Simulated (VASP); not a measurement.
Here is a VASP 6.6.1 calculation.

POSCAR

```
CdS                                     
1.0
    4.1314640066      0.0000000000     -0.0000000000
   -2.0657320033      3.5779527845     -0.0000000000
   -0.0000000000      0.0000000000      6.7246200047
  Cd              S             
     2     2
Direct
     0.3333333332999970    0.6666666667000030    0.9993194298706768
     0.6666666667000030    0.3333333332999970    0.4993194298706768
     0.3333333332999970    0.6666666667000030    0.3756805701293232
     0.6666666667000030    0.3333333332999970    0.8756805701293232
```

File INCAR.step1:

```
  PREC = Accurate
  ENCUT = 520
  EDIFF = 1E-5
  ISMEAR = 0
  SIGMA = 0.03
  LREAL = F
  LASPH = T
  NELM = 80
  ALGO = Normal
  ISIF = 2
  LWAVE = T
  LCHARG = F
  KPAR = 2
  GGA = PE
```

INCAR.step2

```
  PREC = Accurate
  ENCUT = 520
  EDIFF = 1E-6
  ISMEAR = 0
  SIGMA = 0.03
  LREAL = F
  LASPH = T
  NELM = 80
  ALGO = Normal
  ISIF = 2
  LWAVE = F
  LCHARG = F
  METAGGA = MBJ
  KPAR = 2
  ISTART = 1
```

KPOINTS

```
Automatic mesh
0
Gamma
  9 9 4
```

The input KPOINTS_OPT:

```
explicit points
213
Reciprocal
 0.0000000000  0.0000000000  0.0000000000 1
 0.0357142857  0.0000000000  0.0000000000 1
 0.0714285714  0.0000000000  0.0000000000 1
 0.1071428571  0.0000000000  0.0000000000 1
 0.1428571429  0.0000000000  0.0000000000 1
 0.1785714286  0.0000000000  0.0000000000 1
[... 205 lines left out ...]
 0.5000000000  0.0000000000  0.0375279400 1
 0.5000000000  0.0000000000 -0.0375279400 1
```

Potentials or basis: VASP PAW PBE potentials, release 64 (Cd, S).

Run with:

```console
$ cat potpaw_PBE.64/Cd/POTCAR potpaw_PBE.64/S/POTCAR > POTCAR
$ cp INCAR.step1 INCAR
$ mpirun -np 2 vasp_std > vasp.out
$ cp INCAR.step2 INCAR
$ mpirun -np 2 vasp_std > vasp.out
```

Task: Predict the band gap along the path.

Result: 2.73 eV, direct.

Task: What does it give for the band gap on the k mesh?

Result: 2.73 eV, direct.

Levels at the corners of the path, in eV from the valence-band top:
```csv
point,band 15,band 16,band 17,band 18,band 19,band 20,band 21,band 22
Γ,-0.67,-0.04,0.00,0.00,2.73,4.16,7.64,7.64
M,-2.32,-1.67,-1.10,-0.67,4.95,5.12,6.20,7.59
M,-2.32,-1.67,-1.10,-0.67,4.95,5.12,6.20,7.59
K,-2.71,-1.61,-1.61,-1.43,5.85,6.21,6.21,8.29
K,-2.71,-1.61,-1.61,-1.43,5.85,6.21,6.21,8.31
Γ,-0.67,-0.04,0.00,0.00,2.73,4.16,7.64,7.64
Γ,-0.67,-0.04,0.00,0.00,2.73,4.16,7.64,7.64
A,-0.34,-0.34,-0.34,-0.34,4.17,4.17,7.34,7.34
A,-0.34,-0.34,-0.34,-0.34,4.17,4.17,7.34,7.34
L,-1.19,-1.19,-1.17,-1.17,4.78,4.78,6.48,6.48
L,-1.19,-1.19,-1.17,-1.17,4.78,4.78,6.48,6.48
H,-2.11,-2.11,-1.01,-1.01,5.61,5.61,7.24,7.24
H,-2.11,-2.11,-1.01,-1.01,5.61,5.61,7.24,7.24
A,-0.34,-0.34,-0.34,-0.34,4.17,4.17,7.34,7.34
L,-1.19,-1.19,-1.17,-1.17,4.78,4.78,6.48,6.48
M,-2.32,-1.67,-1.10,-0.67,4.95,5.12,6.20,7.59
K,-2.71,-1.61,-1.61,-1.43,5.85,6.21,6.21,8.39
H,-2.11,-2.11,-1.01,-1.01,5.61,5.61,7.24,7.24
```

**Measured values to compare with.**

From “Isotope dependence of band-gap energy”, 2008, arxiv:0807.2152, for a bulk crystal of CdS: band gap 2.5809 ± 0.0002 eV.

A measured gap of CdS is 2.5809 eV (quoted in “Isotope dependence of band-gap energy”, 2008, arxiv:0807.2152); the calculated 2.73 eV misses it by +0.15 eV. Spin-orbit coupling on Cd is left out. The value is that of TB-mBJ, without temperature or zero-point motion.
